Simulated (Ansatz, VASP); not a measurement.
Two plane-wave programs on Mg

Contents of INCAR:

```
SYSTEM = Mg
PREC = Accurate
ENCUT = 520
EDIFF = 1E-7
ISMEAR = -1
SIGMA = 0.05
LREAL = .FALSE.
LASPH = .TRUE.
NELM = 100
ALGO = Normal
ISIF = 2
LWAVE = .FALSE.
LCHARG = .FALSE.
GGA = PE
NBANDS = 9
```

KPOINTS

```
regular mesh
0
G
  10 10 5
  0 0 0
```

Contents of POSCAR:

```
Mg
1.0
    3.1659257641      0.0000000000      0.0000000000
   -1.5829628820      2.7417721382      0.0000000000
    0.0000000000      0.0000000000      5.1398819084
Mg
2
Direct
    0.6666666667      0.3333333333      0.7500000000
    0.3333333333      0.6666666667      0.2500000000
```

input.yaml

```yaml
crystal:
  lattice:
    - [3.1659257641, 0.0, 0.0]
    - [-1.582962882, 2.7417721382, 0.0]
    - [0.0, 0.0, 5.1398819084]
  atoms:
    - { symbol: Mg, position: [0.6666666667, 0.3333333333, 0.75] }
    - { symbol: Mg, position: [0.3333333333, 0.6666666667, 0.25] }
hamiltonian:
  xc: pbe
  pseudopotentials: { kind: paw }
kpoints:
  mp_grid: { grid: [10, 10, 5] }
scf:
  occupations: { method: fermi_dirac, width: 0.05 }
output:
  forces: true
  stress: true
  eigenvalues: true
```

Change from the starting cell: volume scaled by 0.96.

Alike in both runs: task single point; functional PBE; k mesh 10 × 10 × 5; occupations fermi-dirac, width 0.05 eV; no spin polarisation.

|  | VASP | Ansatz |
| --- | --- | --- |
| version | VASP 6.6.1 | Ansatz 0.2.0 |
| potentials or method | VASP PAW PBE potentials, release 64 (Mg) | Ansatz PAW |
| plane-wave cutoff (eV) | 520 | 420 |
| valence electrons in the cell | 4 | 20 |

VASP gave:

- gap on the k mesh at the Fermi level (eV): none
- pressure (GPa): 1.0
- largest component of the traceless stress (GPa): 0.73

Question: What did Ansatz give for the same quantities?

Answer: gap on the k mesh at the Fermi level (eV): none; pressure (GPa): 1.1; largest component of the traceless stress (GPa): 0.73.

A gap of «none» marks a metal or a gap that the smearing closes. The functional is the same, so the differences come from potentials, cutoffs and numerics. The two sets of potentials don't hold the same shells in valence.
